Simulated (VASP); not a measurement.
Calculation: LDA (Ceperley-Alder, Perdew-Zunger), VASP's LDA PAW potentials (set 64) (plane waves; VASP).

VASP input:

### KPOINTS
```
Automatic mesh
0
Gamma
7 7 7
0 0 0
```

### INCAR
```
SYSTEM=BaF2
PREC=Accurate; ENCUT=620; LREAL=.False.
LASPH=.True.
EDIFF=1E-6; NELM=100; ALGO=Normal
LMAXMIX=4
ISMEAR=0; SIGMA=0.05
IBRION=2; NSW=40; ISIF=3
EDIFFG=-0.02; PSTRESS=100
LWAVE=.False.; LCHARG=.False.
```

File POSCAR:
```
BaF2
1
   -0.0000000000     2.9359024564     2.9359024564
    2.9359024564     0.0000000000     2.9359024564
    2.9359024564     2.9359024564     0.0000000000
Ba F
1 2
Direct
  0.0000000000   0.0000000000   0.0000000000
  0.2500000000   0.2500000000   0.2500000000
  0.7500000000   0.7500000000   0.7500000000
```

POTCAR, in this order: Ba_sv F (LDA.64 set). Program: vasp_std.

Output

OUTCAR:
```
 ion  position               nearest neighbor table
   1  0.000  0.000  0.000-   3 2.54   3 2.54   3 2.54   2 2.54   2 2.54   2 2.54   3 2.54   2 2.54
  LATTYP: Found a face centered cubic cell.
 ALAT       =     5.8718049128
 Subroutine PRICEL returns:
 Original cell was already a primitive cell.
 Subroutine GETGRP returns: Found 48 space group operations
The static configuration has the point symmetry O_h .
The dynamic configuration has the point symmetry O_h .
 Subroutine INISYM returns: Found 48 space group operations
 Subroutine IBZKPT returns following result:
 Found     20 irreducible k-points:

 Following reciprocal coordinates:
            Coordinates               Weight
  0.000000  0.000000  0.000000      1.000000
  0.142857  0.000000  0.000000      8.000000
  0.285714  0.000000  0.000000      8.000000
  0.428571  0.000000  0.000000      8.000000
  0.142857  0.142857  0.000000      6.000000
  0.285714  0.142857  0.000000     24.000000
  0.428571  0.142857  0.000000     24.000000
 -0.428571  0.142857  0.000000     24.000000
 -0.285714  0.142857  0.000000     24.000000
 -0.142857  0.142857  0.000000     12.000000
  0.285714  0.285714  0.000000      6.000000
  0.428571  0.285714  0.000000     24.000000
 -0.428571  0.285714  0.000000     24.000000
 -0.285714  0.285714  0.000000     12.000000
  0.428571  0.428571  0.000000      6.000000
 -0.428571  0.428571  0.000000     12.000000
  0.428571  0.285714  0.142857     24.000000
 -0.428571  0.285714  0.142857     48.000000
 -0.428571  0.428571  0.142857     24.000000
 -0.285714  0.428571  0.142857     24.000000
   k-points           NKPTS =     20   k-points in BZ     NKDIM =     20   number of bands    NBANDS=     16
   number of dos      NEDOS =    301   number of ions     NIONS =      3
   total plane-waves  NPLWV =  46656
   dimension x,y,z NGX =    36 NGY =   36 NGZ =   36
   dimension x,y,z NGXF=    72 NGYF=   72 NGZF=   72
   ions per type =               1   2
   PREC   = accura    normal or accurate (medium, high low for compatibility)
   ISTART =      0    job   : 0-new  1-cont  2-samecut
   ICHARG =      2    charge: 1-file 2-atom 10-const
   ISPIN  =      1    spin polarized calculation?
   LNONCOLLINEAR =      F non collinear calculations
   LSORBIT =      F    spin-orbit coupling
   INIWAV =      1    electr: 0-lowe 1-rand  2-diag
   ENCUT  =  620.0 eV  45.57 Ry    6.75 a.u.   8.43  8.43  8.43*2*pi/ulx,y,z
   NELM   =    100;   NELMIN=  2; NELMDL= -5     # of ELM steps
   EDIFF  = 0.1E-05   stopping-criterion for ELM
   LREAL  =      F    real-space projection
   NLSPLINE    = F    spline interpolate recip. space projectors
   LMAXMIX     =    4 max onsite mixed and CHGCAR
   VOSKOWN=      0    Vosko Wilk Nusair interpolation
   EDIFFG = -.2E-01   stopping-criterion for IOM
   NSW    =     40    number of steps for IOM
   NBLOCK =      1;   KBLOCK =     40    inner block; outer block
   IBRION =      2    ionic relax: 0-MD 1-quasi-New 2-CG
   NFREE  =      1    steps in history (QN), initial steepest desc. (CG)
   ISIF   =      3    stress and relaxation
   ISYM   =      2    0-nonsym 1-usesym 2-fastsym
   TEIN   =    0.0    initial temperature
   TEBEG  =    0.0;   TEEND  =   0.0 temperature during run
   SMASS  =  -3.00    Nose mass-parameter (am)
   PSTRESS=  100.0 pullay stress
   NELECT =      24.0000    total number of electrons
   EFERMI =   0.00;   METHOD = LEGACY
   ISMEAR =     0;   SIGMA  =   0.05  broadening in eV -4-tet -1-fermi 0-gaus
   IALGO  =     38    algorithm
   LDIAG  =      T    sub-space diagonalisation (order eigenvalues)
   IMIX   =      4    mixing-type and parameters
     AMIX     =   0.40;   BMIX     =  1.00
     AMIX_MAG =   1.60;   BMIX_MAG =  1.00
     AMIN     =   0.10
...
```

OSZICAR:
```
       N       E                     dE             d eps       ncg     rms          rms(c)
DAV:   1     0.172423046813E+03    0.17242E+03   -0.15303E+04   640   0.166E+03
DAV:   2    -0.138215470484E+02   -0.18624E+03   -0.17987E+03   824   0.321E+02
DAV:   3    -0.200464476757E+02   -0.62249E+01   -0.62174E+01   824   0.669E+01
DAV:   4    -0.201551307335E+02   -0.10868E+00   -0.10864E+00   824   0.798E+00
DAV:   5    -0.201602513446E+02   -0.51206E-02   -0.51206E-02   912   0.109E+00    0.994E+00
DAV:   6    -0.185191889799E+02    0.16411E+01   -0.84035E+00   640   0.261E+01    0.586E+00
DAV:   7    -0.184858416748E+02    0.33347E-01   -0.42659E-01   768   0.569E+00    0.310E+00
DAV:   8    -0.184567332315E+02    0.29108E-01   -0.65859E-02   760   0.277E+00    0.395E-01
DAV:   9    -0.184554972128E+02    0.12360E-02   -0.21833E-02   720   0.108E+00    0.115E-01
DAV:  10    -0.184561410675E+02   -0.64385E-03   -0.26050E-03   672   0.410E-01    0.814E-02
DAV:  11    -0.184560937391E+02    0.47328E-04   -0.48998E-04   824   0.180E-01    0.182E-02
DAV:  12    -0.184560963122E+02   -0.25731E-05   -0.12706E-05   720   0.300E-02    0.140E-02
DAV:  13    -0.184560943667E+02    0.19455E-05   -0.13232E-05   784   0.273E-02    0.649E-04
DAV:  14    -0.184560943790E+02   -0.12309E-07   -0.17860E-07   368   0.408E-03
   1 F= -.15297133E+02 E0= -.15297133E+02  d E =-.152971E+02
```

File OUTCAR:
```
------------------------ aborting loop because EDIFF is reached ----------------------------------------
  FORCE on cell =-STRESS in cart. coord.  units (eV):
  Direction    XX          YY          ZZ          XY          YZ          ZX
  --------------------------------------------------------------------------------------
  Total        3.1635275      3.1635275      3.1635275     -0.0000000     -0.0000000      0.0000000
  in kB      100.1445544    100.1445544    100.1445544     -0.0000000     -0.0000000      0.0000000
  external PRESSURE =       0.1445544 kB  Pullay stress =     100.0000000 kB
  volume of cell :       50.61
      direct lattice vectors                 reciprocal lattice vectors
     0.000000000  2.935902456  2.935902456    -0.170305386  0.170305386  0.170305386
     2.935902456  0.000000000  2.935902456     0.170305386 -0.170305386  0.170305386
     2.935902456  2.935902456  0.000000000     0.170305386  0.170305386 -0.170305386
 POSITION                                       TOTAL-FORCE (eV/Angst)
 -----------------------------------------------------------------------------------
      0.00000      0.00000      0.00000         0.000000      0.000000      0.000000
      1.46795      1.46795      1.46795        -0.000000     -0.000000     -0.000000
      4.40385      4.40385      4.40385         0.000000      0.000000      0.000000
 -----------------------------------------------------------------------------------
    total drift:                                0.000000      0.000000      0.000000
  FREE ENERGIE OF THE ION-ELECTRON SYSTEM (eV)
  ---------------------------------------------------
  free  energy   TOTEN  =       -18.4560943790 eV

  energy  without entropy=      -18.4560943790  energy(sigma->0) =      -18.45609438
  enthalpy is  TOTEN    =       -15.2971332627 eV   P V=        3.1589611163

 reached required accuracy - stopping structural energy minimisation
```
(Selected blocks of OUTCAR.)

The compound is BaF2 in the fluorite structure. It was relaxed first under an external pressure of 10 GPa.
